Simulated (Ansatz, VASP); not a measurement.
**BaS: VASP beside Ansatz**

```xyz
2
Lattice="0.0000 3.1938 3.1938 3.1938 0.0000 3.1938 3.1938 3.1938 0.0000" Properties=species:S:1:pos:R:3 pbc="T T T"
Ba    0.0000    0.0000    0.0000
S     3.1938    3.1938    3.1938
```

Alike in both runs: task band structure; functional PBE; k mesh 7 × 7 × 7; occupations fermi-dirac, width 0.05 eV; no spin polarisation.

|  | VASP | Ansatz |
| --- | --- | --- |
| version | VASP 6.6.1 | Ansatz 0.2.0 |
| potentials or method | VASP PAW PBE potentials, release 64 (Ba_sv_GW, S_GW) | Ansatz PAW |
| plane-wave cutoff (eV) | 550 | 420 |
| valence electrons in the cell | 16 | 16 |

|  | VASP | Ansatz | Ansatz less VASP |
| --- | --- | --- | --- |
| gap on the k mesh at the Fermi level (eV) | 2.26 | 2.26 | -0.001 |
| least direct gap on the mesh (eV) | 2.38 | 2.38 | -0.001 |
| gap along the band path (eV) | 2.21 | 2.21 | -0.001 |
| pressure (GPa) | 0.8 | 0.8 | +0.02 |

The functional is the same, so the differences come from potentials, cutoffs and numerics.

Caveats: spin-orbit coupling is left out, which moves the levels of the heavy elements; the k mesh misses the band edges, so the gap on the mesh is wider than the one along the path (Ansatz).
